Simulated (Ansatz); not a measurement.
## Calculated ⁶³Cu nuclear quadrupole resonance for Cu2O

Cell: a COD entry, ions relaxed with PBE at fixed cell.

```cif
data_Cu2O
_symmetry_space_group_name_H-M 'Pn-3m:1'
_symmetry_Int_Tables_number 224
_cell_length_a 4.2600
_cell_length_b 4.2600
_cell_length_c 4.2600
_cell_angle_alpha 90.000
_cell_angle_beta 90.000
_cell_angle_gamma 90.000
loop_
_atom_site_label
_atom_site_type_symbol
_atom_site_symmetry_multiplicity
_atom_site_Wyckoff_symbol
_atom_site_fract_x
_atom_site_fract_y
_atom_site_fract_z
Cu Cu 4 b 0.2500 0.2500 0.2500
O O 2 a 0.0000 0.0000 0.0000
```

One atom of each set is listed.

All values are calculated (Ansatz; DFT, LDA, plane waves and PAW, scalar-relativistic, 420 eV cutoff, Γ-centred 7×7×7 k-points, Fermi–Dirac smearing 0.02 eV), not measured.

⁶³Cu: I = 3/2, Q = -220.0 mb (year-2017 value). Static lattice, zero field.

(1) At which frequencies do the ⁶³Cu NQR lines lie?

(2) And for ⁶⁵Cu (I = 3/2, Q = -204.0 mb) on Cu?

## Answers

(1) For I = 3/2 there is one line, ν = (|C_Q|/2)(1 + η²/3)^½.

| site | atoms | V_zz (10²¹ V/m²) | C_Q (MHz) | η | line frequencies (MHz) |
| --- | --- | --- | --- | --- | --- |
| Cu | 4 | -4.98 | 26.5 | 0.00 | 13.2 |

(2) C_Q scales with Q to 24.6 MHz, with lines at 12.3 MHz.

An axis of threefold or higher order runs through Cu, so V_zz lies along it and η is zero.

At this cell the LDA pressure is -8 GPa, so with LDA the cell would shrink if it were relaxed. Semilocal functionals underestimate gradients at Cu(I) with two or three neighbours, in Cu₂O by a fifth to nearly a half.
